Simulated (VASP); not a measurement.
# Na (Fm-3m) in VASP: further runs, part 2 of 2

VASP 6.6.1. Earlier steps stand in the parts before.

### Step 5. Relaxation of cell and atoms, RPBE

This run uses another cell than the first one, of 37.71 Å³/atom, 0.955 times its volume.

INCAR

```
ALGO = Normal
EDIFF = 1E-7
EDIFFG = -0.01
ENCUT = 600
GGA = RP
IBRION = 2
ISIF = 3
ISMEAR = -1
LASPH = T
LCHARG = F
LREAL = F
LWAVE = F
NELM = 80
NSW = 80
PREC = Accurate
SIGMA = 0.1
```

KPOINTS

```
k-points
0
Gamma
  10 10 10
```

POSCAR

```
Na
1.0
    0.0000000000      2.6615832179      2.6615832179
    2.6615832179      0.0000000000      2.6615832179
    2.6615832179      2.6615832179      0.0000000000
Na
1
Direct
    0.0000000000      0.0000000000      0.0000000000
```

Potentials or basis: VASP PAW PBE potentials, release 64 (Na_pv).

Started as:

```sh
> cat potpaw_PBE.64/Na_pv/POTCAR > POTCAR
> mpirun -np 1 vasp_std > vasp.out
```

OUTCAR:

```text
EDIFF = 1E-7
   EDIFFG = -0.01
   ENCUT = 600
   GGA = RP
   IBRION = 2
   ISIF = 3
   ISMEAR = -1
   LASPH = T
   LREAL = F
   NELM = 80
   NSW = 80
   PREC = Accurate

 ion  position               nearest neighbor table
   1  0.000  0.000  0.000-

  LATTYP: Found a face centered cubic cell.
 ALAT       =     5.3231664358

  Lattice vectors:

 A1 = (   0.0000000000,   2.6615832179,   2.6615832179)
 A2 = (   2.6615832179,   0.0000000000,   2.6615832179)
 A3 = (   2.6615832179,   2.6615832179,   0.0000000000)

Analysis of symmetry for initial positions (statically):
=====================================================================
 Subroutine PRICEL returns:
 Original cell was already a primitive cell.

 Routine SETGRP: Setting up the symmetry group for a
 face centered cubic supercell.

 Subroutine GETGRP returns: Found 48 space group operations
 (whereof 48 operations were pure point group operations)
 out of a pool of 48 trial point group operations.

The static configuration has the point symmetry O_h .

Analysis of symmetry for dynamics (positions and initial velocities):
=====================================================================
 Subroutine PRICEL returns:
 Original cell was already a primitive cell.
[... 164 lines left out ...]
  in kB        3.8042540      3.8042540      3.8042540      0.0000000     -0.0000000     -0.0000000
  external PRESSURE =       3.8042540 kB  Pullay stress =       0.0000000 kB
[... 57 lines left out ...]
--------------------------------------- Ionic step        3  -------------------------------------------

 number of electron       6.9999992 magnetization

 Free energy of the ion-electron system (eV)
  ---------------------------------------------------
  ext. energy  EPLUGINS =         0.00000000
  ---------------------------------------------------
  free energy    TOTEN  =        -1.20486004 eV

  energy without entropy =       -1.18853867  energy(sigma->0) =       -1.19669936

 E-fermi :   0.2045     XC(G=0):  -6.2187

 val. band max:        0.1544471909   @ k =   0.5000   0.3000   0.1000
 cond. band min:       0.4049281424   @ k =   0.4000   0.4000   0.0000
 fundamental gap:      0.2504809515
 Fermi energy:         0.2044566503

 k-point     1 :       0.0000    0.0000    0.0000
  band No.  band energies     occupation
      1     -24.6951      2.00000
      2     -24.6951      2.00000
      3     -24.6951      2.00000
      4      -2.8835      2.00000
      5      10.9540      0.00000
      6      10.9540      0.00000
      7      10.9540      0.00000
[... 221 lines left out ...]
 k-point    24 :       0.4000    0.3000    0.0000
  band No.  band energies     occupation
      1     -24.7156      2.00000
      2     -24.7036      2.00000
      3     -24.7028      2.00000
      4      -0.2468      1.97829
      5       5.3777      0.00000
      6       5.8387      0.00000
      7       7.5805      0.00000

 [... further k-points ...]

------------------------ aborting loop because EDIFF is reached ----------------------------------------

  FORCE on cell =-STRESS in cart. coord.  units (eV):
  Direction    XX          YY          ZZ          XY          YZ          ZX
  --------------------------------------------------------------------------------------
  -------------------------------------------------------------------------------------
  Total        0.0034191      0.0034191      0.0034191      0.0000000      0.0000000      0.0000000
  in kB        0.1381291      0.1381291      0.1381291      0.0000000      0.0000000      0.0000000
  external PRESSURE =       0.1381291 kB  Pullay stress =       0.0000000 kB
[... 16 lines left out ...]
  FREE ENERGIE OF THE ION-ELECTRON SYSTEM (eV)
  ---------------------------------------------------
  free  energy   TOTEN  =        -1.2048600420 eV

  energy  without entropy=       -1.1885386706  energy(sigma->0) =       -1.19669936

 reached required accuracy - stopping structural energy minimisation
```

Wall time 31 s (1 thread of Intel Xeon Platinum 8259CL at 2.50GHz (Skylake/Cascade Lake), shared host); peak memory 0.16 GiB.

Results:

```
Free energy                            : -1.2049 eV
Relaxed volume                         : 39.66 Å³/atom
Relaxed cell                           : a = 3.828 Å, b = 3.828 Å, c = 3.828 Å, α = 60.00°, β = 60.00°, γ = 60.00°
Space group after relaxing (to 0.05 Å) : Fm-3m (No. 225)
Energy gained by relaxing              : 2.2 meV/atom
Ionic steps                            : 3
Pressure after relaxing                : 0.0 GPa
Band gap on the k mesh                 : none (metal or under the smearing width)
```

Step by step:
| step | energy change (eV) | largest force (eV/Å) | pressure (GPa) | volume (Å³) |
| --- | --- | --- | --- | --- |
| 1 | 0.0000 | 0.0000 | 0.38 | 37.71 |
| 2 | -0.0010 | 0.0000 | 0.28 | 38.20 |
| 3 | -0.0022 | 0.0000 | 0.01 | 39.66 |

Final structure:
```
Na
1.0
     0.00000    2.70667    2.70667
     2.70667    0.00000    2.70667
     2.70667    2.70667    0.00000
Na
1
Direct
  0.00000 0.00000 0.00000
```

Caveat: the PAW data sets were made with another functional, which shifts forces and pressure a little.

### Step 6. The runs side by side

```tsv
task	cell	k mesh	cutoff (eV)	gap on the mesh (eV)	pressure (GPa)
single point	Fm-3m, 39.51 Å³/atom	17 × 17 × 17	520	none	0.0
single point	Fm-3m, 44.25 Å³/atom	11 × 11 × 11	520	none	-0.6
single point	Fm-3m, 39.51 Å³/atom	10 × 10 × 10	520	none	0.0
relaxation of cell and atoms	relaxed	10 × 10 × 10	600	none	0.0
```

Alike in all rows: level RPBE; potentials or basis VASP PAW PBE potentials, release 64 (Na_pv); no spin polarisation; smearing fermi-dirac 0.1 eV.

Every run on the cell as given and a fine mesh finds a metal.

Caveats: the PAW data sets were made with another functional, which shifts forces and pressure a little.

Total energies depend on the potentials used, so only differences within one code and one set of settings carry meaning.
